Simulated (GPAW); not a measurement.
The system is ZnS (Wurtzite-4H).

```
CELL_PARAMETERS angstrom
3.82270 0.00000 0.00000
-1.91135 3.31056 0.00000
0.00000 0.00000 12.52000
ATOMIC_POSITIONS crystal
Zn 0.66667 0.33333 0.75000
Zn 0.33333 0.66667 0.25000
Zn 0.00000 0.00000 0.50000
Zn 0.00000 0.00000 0.00000
S 0.66667 0.33333 0.93750
S 0.33333 0.66667 0.43750
S 0.00000 0.00000 0.68750
S 0.00000 0.00000 0.18750
```

Program: GPAW 26.7.0. Alike in all runs: no spin polarisation; cell as given. Hardware: 1 thread of Arm Neoverse V1 (shared host).

Task: Order these runs on this cell by their wall time, lowest first.
A. task single point; level LDA; potentials or basis the program's PAW data sets (release 1.2.1) made for this functional, pw; k mesh 7 × 7 × 2; cutoff (eV) 450; smearing fermi-dirac 0.05 eV; maxiter 120
B. task dielectric tensor; level GLLB-SC; potentials or basis the program's PAW data sets (release 1.2.1) made for this functional, pw; k mesh 7 × 7 × 2; cutoff (eV) 500; smearing fermi-dirac 0.001 eV; maxiter 150; response ecut 80 eV; response k mesh 9 × 9 × 3; response bands 100; kernels ["RPA", "ALDA_X", "LR0.3"]
C. task single point; level PBE; potentials or basis GPAW PAW data sets (gpaw-data 1.2.1), pw; k mesh 8 × 8 × 3; cutoff (eV) 600; smearing gaussian 0.015 eV; maxiter 150

Result: A (71 s), C (220 s), B (1100 s).

Caveats: a model potential gives levels but no total energy (some runs); the long-wavelength limit can be off by several per cent where d states take part (some runs); response on these states lacks terms of the Hamiltonian (some runs).

Not every run made on this cell is shown here.
